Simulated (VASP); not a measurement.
Input of a VASP 6.6.1 run:

File INCAR:

```
SYSTEM = PtS2
  PREC = Accurate
  ENCUT = 520
  EDIFF = 1E-7
  ISMEAR = -1
  SIGMA = 0.05
  LREAL = .False.
  LASPH = .True.
  NELM = 80
  ALGO = Normal
  ISIF = 2
  LWAVE = .False.
  LCHARG = .False.
  GGA = PE
  NBANDS = 18
```

The input KPOINTS:

```
regular mesh
0
Gamma
  9 9 5
  0 0 0
```

The input POSCAR:

```
PtS2
1.0
    3.5432000000      0.0000000000      0.0000000000
   -1.7716000000      3.0685012107      0.0000000000
    0.0000000000      0.0000000000      5.0388000000
Pt S
1 2
Direct
    0.0000000000      0.0000000000      0.0000000000
    0.6666666667      0.3333333333      0.7730000000
    0.3333333333      0.6666666667      0.2270000000
```

Potentials or basis: VASP PAW PBE potentials, release 64 (Pt, S).

Run with:

```console
$ cat potpaw_PBE.64/Pt/POTCAR potpaw_PBE.64/S/POTCAR > POTCAR
$ mpirun -np 1 vasp_std > vasp.out
```

(1) Estimate the pressure.

(2) Predict the band gap on the k mesh.

Answers

(1) 11.1 GPa.

(2) 1.03 eV, indirect (least direct gap 1.08 eV).

Caveat: spin-orbit coupling is left out, which moves the levels of the heavy elements; an odd mesh through Γ misses points on the zone boundary, where band edges often lie; forces of over 1 eV/Å show positions far from the minimum, so gaps and moduli don't describe the material at rest.
